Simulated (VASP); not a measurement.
A run of VASP 6.6.1 is set up as follows.

File INCAR:

```
SYSTEM = Pt
PREC     = Accurate       ! precision mode
ENCUT    = 520            ! plane-wave cutoff, eV
EDIFF    = 1E-6           ! SCF threshold, eV
ISMEAR   = 1              ! smearing method
SIGMA    = 0.1            ! smearing width, eV
LREAL    = .False.        ! projectors in reciprocal space
LASPH    = .True.         ! aspherical terms in the spheres
NELM     = 100            ! most SCF steps
ALGO     = Normal         ! electronic algorithm
ISIF     = 2              ! what is computed and relaxed
LWAVE    = .False.        ! write WAVECAR
LCHARG   = .False.        ! write CHGCAR
GGA      = PS             ! functional
ICORELEVEL= 1            
KPAR     = 4
```

The input KPOINTS:

```
regular mesh
0
Gamma
  10 10 10
  0 0 0
```

Contents of POSCAR:

```
Pt
1.0
    0.0000000000      3.9218000000      3.9218000000
    3.9218000000      0.0000000000      3.9218000000
    3.9218000000      3.9218000000      0.0000000000
Pt
8
Direct
    0.0000000000      0.0000000000      0.0000000000
    0.0000000000      0.0000000000      0.5000000000
    0.0000000000      0.5000000000      0.0000000000
    0.0000000000      0.5000000000      0.5000000000
    0.5000000000      0.0000000000      0.0000000000
    0.5000000000      0.0000000000      0.5000000000
    0.5000000000      0.5000000000      0.0000000000
    0.5000000000      0.5000000000      0.5000000000
```

Potentials or basis: VASP PAW PBE potentials, release 64 (Pt).

Launch:

```console
$ cat potpaw_PBE.64/Pt/POTCAR > POTCAR
$ mpirun -np 4 vasp_std > vasp.out
```

(1) Estimate the pressure.

(2) What does it give for the band gap on the k mesh?

Answers

(1) -1.3 GPa.

(2) none (metal or under the smearing width).

Caveat: the PAW data sets were made with another functional, which shifts forces and pressure a little.
